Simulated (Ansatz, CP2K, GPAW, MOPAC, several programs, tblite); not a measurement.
## SrO (CsCl type) from semi-empirical methods to plane-wave DFT

SrO built on the CsCl prototype, relaxed with r2SCAN in Ansatz, was computed with several methods. Space group Pm-3m (No. 221), cubic; conventional cell a = 3.103 Å, 14.94 Å³ an atom. Sr has 8 O at 2.69 Å; O has 8 Sr at 2.69 Å. Note: simulated data, non-magnetic, for a generated structure that need not be the stable one.

```cif
data_structure
_symmetry_space_group_name_H-M 'Pm-3m'
_symmetry_Int_Tables_number 221
_cell_length_a 3.1029
_cell_length_b 3.1029
_cell_length_c 3.1029
_cell_angle_alpha 90.000
_cell_angle_beta 90.000
_cell_angle_gamma 90.000
_cell_volume 29.87
loop_
_atom_site_label
_atom_site_type_symbol
_atom_site_symmetry_multiplicity
_atom_site_Wyckoff_symbol
_atom_site_fract_x
_atom_site_fract_y
_atom_site_fract_z
_atom_site_occupancy
Sr1 Sr 1 a 0.00000 0.00000 0.00000 1
O1 O 1 b 0.50000 0.50000 0.50000 1
```

Gaps and times are for a single point on this cell; volume and bulk modulus come from each method's own relaxation or energy curve at fixed shape. Times are rough, from shared hosts (Arm Neoverse V1), and each method has its own mesh and cell size. A dagger marks a closed or tiny gap in a crystal that DFT finds insulating: a failure of the method or a wrong SCF state. PM7 (MOPAC) and GFN1-xTB (tblite): levels, charges or heat of formation failed a check of plausibility, so no values are given. PM6 (MOPAC), PM7 (MOPAC), GFN1-xTB (tblite), GFN2-xTB (tblite) treat a cluster of cells at its zone centre, which samples few k points: where these miss a band edge, the gap comes out too large for that reason alone. Gaps from k meshes are read at a limited set of points (mesh, symmetry points, PBE's band edges), so each method's own least gap may be somewhat smaller. xTB and the PM methods were fitted mostly to molecules, and can miss a solid's gap by electronvolts. Minimal bases can be far off for gaps. GLLB-SC's gap includes the derivative discontinuity. d marks a direct gap, i an indirect one (no mark: not told apart), a dash a value that wasn't computed or didn't pass its checks.

```csv
method,kind,gap (eV),own volume (Å³/atom),bulk modulus (GPa),atoms computed,processor time
light PBE (260 eV and a coarse mesh),light plane-wave,2.75 d,–,–,2,0.54 s
PBE,semilocal,2.80 i,15.38,88,2,1.3 s
PM7 (MOPAC),semi-empirical,–,–,–,54,2.3 s
r2SCAN,semilocal,3.31 i,14.94,102,2,2.9 s
GLLB-SC (GPAW),model potential,6.15,–,–,2,5.2 s
GFN1-xTB (tblite),tight binding,–,–,–,54,5.4 s
PBE/SZV (CP2K),small basis,1.13 i,–,–,2,5.5 s
GFN2-xTB (tblite),tight binding,0.00†,15.62,85,54,6.2 s
PM6 (MOPAC),semi-empirical,3.04,–,–,54,8.4 s
PBE/DZVP (CP2K),small basis,2.63 i,15.67,90,2,11 s
PBE/single zeta (GPAW),small basis,2.36 i,–,–,2,86 s
```

Against r2SCAN (3.31 eV) and with closed or daggered gaps left aside, the nearest gap at the points sampled is that of PM6 (MOPAC) (-0.27 eV) and the farthest that of GLLB-SC (GPAW) (+2.84 eV). r2SCAN is only a yardstick of convenience: semilocal gaps usually lie below measured ones, which GLLB-SC and hybrids aim to mend.

Volumes against r2SCAN's: PBE +3.0 %, GFN2-xTB (tblite) +4.6 %, PBE/DZVP (CP2K) +4.9 %.
